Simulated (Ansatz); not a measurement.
# AlN: the cost of one run

Method: DFT PBE, scalar-relativistic, plane waves, PAW, in Ansatz 0.2.0.

### Step 1. The starting structure

It takes space group P6_3mc (No. 186, hexagonal). Conventional cell: a = 3.130 Å, b = 3.130 Å, c = 5.017 Å, α = 90.00°, β = 90.00°, γ = 120.00°. Al (site symmetry 3m) has 4 N at 1.90 to 1.91 Å as nearest neighbours. N (site symmetry 3m) has 4 Al at 1.90 to 1.91 Å as nearest neighbours.

As a file:

```xyz
4
Lattice="3.1299 0.0000 0.0000 -1.5649 2.7106 0.0000 0.0000 0.0000 5.0170" Properties=species:S:1:pos:R:3 pbc="T T T"
Al    0.0000    1.8070    0.0087
Al    1.5649    0.9035    2.5172
N     0.0000    1.8070    1.9229
N     1.5649    0.9035    4.4313
```

This cell was relaxed beforehand with the same method: volume 10.64 Å³/atom, gap on the mesh 4.04 eV.

### Step 2. Plan of the line

The energy is mapped over two normal modes frozen in (zone-centre modes of the cell shown).

- amplitude of mode 4 (237 cm⁻¹), largest displacement: 7 values from −0.088 to 0.088 Å
- amplitude of mode 5 (237 cm⁻¹), largest displacement: 7 values from −0.088 to 0.088 Å

Nothing else is relaxed (the cell and all other modes fixed). Energies count from the relaxed high-symmetry cell. Points are written as (first, second).

The modes come from a phonon run on the reference cell, made beforehand.

Displacement patterns for an amplitude of 1 (Å):

```tsv
atom	x1	y1	z1	x2	y2	z2
Al1	1.000	0.000	0.000	0.000	1.000	0.000
Al2	-1.000	0.000	0.000	0.000	-1.000	0.000
N3	-0.884	0.000	0.000	0.000	-0.884	0.000
N4	0.884	0.000	0.000	0.000	0.884	0.000
```

### Step 3. Point (−0.029 Å, −0.088 Å)

input.yaml reads:

```yaml
crystal:
  lattice:
    - [3.1298889828, 0.0, 0.0]
    - [-1.5649444914, 2.7105633702, 0.0]
    - [0.0, 0.0, 5.0169562961]
  atoms:
    - { symbol: Al, position: [0.3077391911, 0.6342010911, 0.0017290859] }
    - { symbol: Al, position: [0.6922608089, 0.3657989089, 0.5017290859] }
    - { symbol: "N", position: [0.3559701523, 0.6953809464, 0.3832709141] }
    - { symbol: "N", position: [0.6440298477, 0.3046190536, 0.8832709141] }
basis:
  ecutwfc: 520.0
kpoints:
  mp_grid: { grid: [9, 9, 6] }
hamiltonian:
  xc: pbe
  pseudopotentials: { kind: paw, azcp: { folder: soft_1 } }
scf:
  occupations: { method: gaussian, width: 0.05 }
output:
  forces: true
  stress: true
  eigenvalues: true
```

Launch:

```sh
> ansatz run input.yaml --threads 1 --pin off --max-ram 2048MiB --backend cpu --events-out ev --progress --plain --runs-dir out
```

**Question.** How long does this run take on 1 thread of Arm Neoverse N1, shared host, and how much memory does it need?

About 19 s, with a peak of 0.4 GiB.
